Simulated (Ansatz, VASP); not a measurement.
Te: VASP beside Ansatz

```
CELL_PARAMETERS angstrom
2.30590 1.33131 1.69095
-2.30590 1.33131 1.69095
0.00000 -2.66263 1.69095
ATOMIC_POSITIONS crystal
Te 0.50000 0.50000 0.50000
```

This isn't the form of Te at room conditions, which is trigonal, of chains.

Alike in both runs: task relaxation of cell and atoms; functional PBE; k mesh 9 × 9 × 9; occupations fermi-dirac, width 0.05 eV; no spin polarisation.

```csv
,VASP,Ansatz
version,VASP 6.6.1,Ansatz 0.2.0
potentials or method,"VASP PAW PBE potentials, release 64 (Te)",Ansatz PAW
plane-wave cutoff (eV),600,420
valence electrons in the cell,6,16
```

```tsv
	VASP	Ansatz	Ansatz less VASP
gap on the k mesh at the Fermi level, each at its own relaxed structure (eV)	none	none	-
relaxed volume (Å³/atom)	32.84	32.88	+0.037
relaxed cell length with the largest relative difference (Å)	3.204	3.205	+0.0011
energy change over the relaxation (meV/atom)	-15	-16	-0.5
```

A gap of «none» marks a metal or a gap that the smearing closes. The two sets of potentials don't hold the same shells in valence.

Caveats: the plane-wave basis is chosen anew once the cell has moved, so the energies of steps on either side of that aren't comparable (Ansatz). The runs have no spin-orbit coupling, so splittings on Te are missing.
